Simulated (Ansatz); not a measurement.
# GaAs: hydrostatic pressure series

Theory: DFT PBE, scalar-relativistic, plane waves, PAW (Ansatz). (420 eV cutoff, 10×10×10 k-mesh, Gaussian smearing of 0.01 eV, no spin polarisation)

Starting point, cell and atoms relaxed:

```
Ga As
1.0
     0.00000    2.87296    2.87296
     2.87296    0.00000    2.87296
     2.87296    2.87296    0.00000
Ga As
1 1
Direct
  0.00000 0.00000 0.00000
  0.25000 0.25000 0.25000
```

Cell and atoms are relaxed at each pressure within the symmetry of the start, at zero temperature, so transitions that lower the symmetry aren't seen. The k-mesh given is that at zero pressure and may differ at others. a, b and c are the lengths of the cell vectors above. ΔH is E + PV over the energy at zero pressure. Gaps are Kohn–Sham gaps over the whole zone.

| P (GPa) | V (Å³/atom) | V/V0 | a (Å) | b (Å) | c (Å) | ΔH (eV/atom) | gap (eV) |
| --- | --- | --- | --- | --- | --- | --- | --- |
| -2 | ? | ? | ? | ? | ? | ? | ? |
| 0 | 23.71 | 1.000 | 4.063 | 4.063 | 4.063 | 0.000 | 0.16 |
| 2 | 22.99 | 0.970 | 4.021 | 4.021 | 4.021 | 0.291 | 0.39 |
| 5 | ? | ? | ? | ? | ? | ? | ? |
| 10 | 20.96 | 0.884 | 3.899 | 3.899 | 3.899 | 1.384 | 1.09 |
| 20 | 19.32 | 0.815 | 3.795 | 3.795 | 3.795 | 2.638 | 1.12 |
| 40 | 17.27 | 0.728 | 3.655 | 3.655 | 3.655 | 4.910 | 0.83 |

Task: What stands in the row for -2 GPa?

Result: V 24.59 Å³/atom; V/V0 1.037; a 4.112 Å; b 4.112 Å; c 4.112 Å; ΔH -0.301 eV/atom; gap metal.

Task: What stands in the row for 5 GPa?

Result: V 22.10 Å³/atom; V/V0 0.932; a 3.969 Å; b 3.969 Å; c 3.969 Å; ΔH 0.713 eV/atom; gap 0.68 eV.